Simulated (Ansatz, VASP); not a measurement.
C in VASP and in Ansatz

The input INCAR:

```
SYSTEM = C
PREC = Accurate ; ENCUT = 520
EDIFF = 1E-6 ; ISMEAR = 0
SIGMA = 0.05 ; LREAL = .False.
LASPH = .True. ; NELM = 80
ALGO = Normal ; ISIF = 2
LWAVE = .False. ; LCHARG = .False.
NBANDS = 11
```

File KPOINTS:

```
Automatic mesh
0
Gamma
  12 12 12
  0 0 0
```

The input POSCAR:

```
C
1.0
    1.1973256878      0.6912763082      3.2633355684
   -1.1973256878      0.6912763082      3.2633355684
    0.0000000000     -1.3825526163      3.2633355684
C
2
Direct
    0.1640000000      0.1640000000      0.1640000000
    0.8360000000      0.8360000000      0.8360000000
```

Input for Ansatz:

```yaml
crystal:
  lattice:
    - [1.1973256878, 0.6912763082, 3.2633355684]
    - [-1.1973256878, 0.6912763082, 3.2633355684]
    - [0.0, -1.3825526163, 3.2633355684]
  atoms:
    - { symbol: C, position: [0.164, 0.164, 0.164] }
    - { symbol: C, position: [0.836, 0.836, 0.836] }
basis:
  ecutwfc: 420
kpoints:
  mp_grid: { grid: [12, 12, 12] }
hamiltonian:
  xc: lda
scf:
  occupations: { method: gaussian, width: 0.05 }
output:
  forces: true
  stress: true
  eigenvalues: true
```

Change from the starting cell: strain -0.025 along x and y, -0.025 along z, atoms carried along.

Alike in both runs: task single point; functional LDA; k mesh 12 × 12 × 12; occupations gaussian, width 0.05 eV; no spin polarisation.

|  | VASP | Ansatz |
| --- | --- | --- |
| version | VASP 6.6.1 | Ansatz 0.2.0 |
| potentials or method | VASP PAW LDA potentials, release 64 (C) | scalar-relativistic, plane waves, PAW |
| plane-wave cutoff (eV) | 520 | 420 |
| valence electrons in the cell | 8 | 8 |

Ansatz gave:

```
gap on the k mesh at the Fermi level (eV)       : 0.86
least direct gap on the mesh (eV)               : 0.86
pressure (GPa)                                  : 20.0
largest component of the traceless stress (GPa) : 20.31
rms of the force components (eV/Å)              : 0.490
```

Problem. Estimate VASP's values.

Solution. gap on the k mesh at the Fermi level (eV): 0.86; least direct gap on the mesh (eV): 0.86; pressure (GPa): 20.8; largest component of the traceless stress (GPa): 21.28; rms of the force components (eV/Å): 0.486.

Atom by atom the forces differ by 0.003 eV/Å (rms over components).

Caveats: so large a pressure means that the cell lies far from this level's equilibrium, or that cutoff or potentials fall short (VASP).
